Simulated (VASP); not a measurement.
Input of a VASP 6.6.1 run:

INCAR

```
SYSTEM = Hf
PREC     = Accurate       ! precision mode
ENCUT    = 600            ! plane-wave cutoff, eV
EDIFF    = 1E-6           ! SCF threshold, eV
ISMEAR   = -1             ! smearing method
SIGMA    = 0.05           ! smearing width, eV
LREAL    = .FALSE.        ! projectors in reciprocal space
LASPH    = .TRUE.         ! aspherical terms in the spheres
NELM     = 60             ! most SCF steps
ALGO     = Normal         ! electronic algorithm
ISIF     = 3              ! what is computed and relaxed
LWAVE    = .FALSE.        ! write WAVECAR
LCHARG   = .FALSE.        ! write CHGCAR
IBRION   = 2              ! ionic algorithm
NSW      = 60             ! ionic steps
EDIFFG   = -0.01          ! ionic threshold
PSTRESS  = 50
```

File KPOINTS:

```
regular mesh
0
G
  10 10 10
  0 0 0
```

File POSCAR:

```
Hf
1.0
   -1.8050000000      1.8050000000      1.8050000000
    1.8050000000     -1.8050000000      1.8050000000
    1.8050000000      1.8050000000     -1.8050000000
Hf
1
Direct
    0.0000000000      0.0000000000      0.0000000000
```

Potentials or basis: VASP PAW LDA potentials, release 64 (Hf_pv).

Command:

```sh
$ cat potpaw_LDA.64/Hf_pv/POTCAR > POTCAR
$ mpirun -np 1 vasp_std > vasp.out
```

Question: Estimate the relaxed volume.

Answer: 19.56 Å³/atom.

Question: Estimate the band gap on the k mesh.

Answer: None (metal or under the smearing width).

Final structure:
```
Hf
1.0
    -1.69746    1.69746    1.69746
     1.69746   -1.69746    1.69746
     1.69746    1.69746   -1.69746
Hf
1
Direct
  0.00000 0.00000 0.00000
```

Caveat: the cell is relaxed towards a set pressure, so the enthalpy falls and the energy may rise; the volume moved by over 15 % at a fixed basis, so the end points are rough. LDA usually gives volumes a few per cent too small.
